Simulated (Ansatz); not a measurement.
**rocksalt-structured HfN**

The computed numbers are results of PBE with spin–orbit coupling (two-component spinors) in the plane-wave PAW code Ansatz at 420 eV, Γ-centred 12×12×12 mesh, 0.05 eV Gaussian smearing. The datasets are Ansatz's generated set soft_2.

```xyz
2
Lattice="0.0000 2.2726 2.2726 2.2726 0.0000 2.2726 2.2726 2.2726 0.0000" Properties=species:S:1:pos:R:3 pbc="T T T"
Hf    2.2726    2.2726    2.2726
N     0.0000    0.0000    0.0000
```

The start was a prototype's sites filled with these elements; the Crystallography Open Database holds the compound in this structure.

The run above is the reference. The same cell was run again with other input settings; several of them aren't fit for production, so the rows show the settings' effect and aren't properties of the material.

```tsv
keys changed	outcome	ΔE (meV/atom)	P (GPa)	gap on the mesh (eV)	cell moment (μB)	largest force component (eV/Å)	SCF iterations	rough core-seconds	new warnings
none (reference)	converged	0.0	0.0	metal	0.00 (no moment typed)	0.000	–	–	–
basis.ecutwfc: 420 → "25.7 Ry"	converged	38.8	-0.1	metal	0.00 (no moment typed)	0.000	8	9	cutoff below recommended
kpoints.mp_grid.grid: [12, 12, 12] → [15, 15, 15]; scf.lower_state_search: "standard"	converged	3.6	0.1	metal	0.00 (no moment typed)	0.000	8	12	–
hamiltonian.dispersion: "d3bj"	converged	–	-5.4	metal	0.00 (no moment typed)	0.000	8	12	–
hamiltonian.xc: "pbe" → "pbesol"	converged	–	-8.2	metal	0.00 (no moment typed)	0.000	8	8	–
basis.ecutwfc: 420 → "200 eV"	converged	4387.2	-7.9	metal	0.00 (no moment typed)	0.000	8	5	cutoff below recommended
scf.n_extra_bands: 32	converged	0.0	0.0	metal	0.00 (no moment typed)	0.000	8	13	–
scf.mixing.preconditioner: "resta"; basis.ecutrho_ratio: 4 → 9	converged	0.0	0.0	metal	0.00 (no moment typed)	0.000	7	7	–
```

ΔE is the energy with the smearing extrapolated to zero. It is left out where the change alters the Hamiltonian or the spin treatment. The varied runs start from atomic densities (corrected by the program's trained start where that serves), with the default search for lower states unless a row changes it.

Problem. What happens with these changes: kpoints.mp_grid.grid: [12, 12, 12] → [4, 4, 4]; scf.occupations.method: "gaussian" → "cold"; scf.occupations.width: 0.05 → 0.2?

Solution. outcome converged, ΔE (meV/atom) 10.8, P (GPa) 0.3, gap on the mesh (eV) metal, cell moment (μB) 0.00 (no moment typed), largest force component (eV/Å) 0.000, SCF iterations 8, rough core-seconds 2.5.

Problem. What happens with these changes: scf.algorithm: "density_mixing"; basis.ecutwfc: 420 → "500 eV"?

Solution. outcome converged, ΔE (meV/atom) -2.8, P (GPa) -0.1, gap on the mesh (eV) metal, cell moment (μB) 0.00 (no moment typed), largest force component (eV/Å) 0.000, SCF iterations 8, rough core-seconds 9.

The pair part of a dispersion correction pulls inward (a three-body part mostly pushes out), and in metals and ionic crystals with large ions it often overbinds.
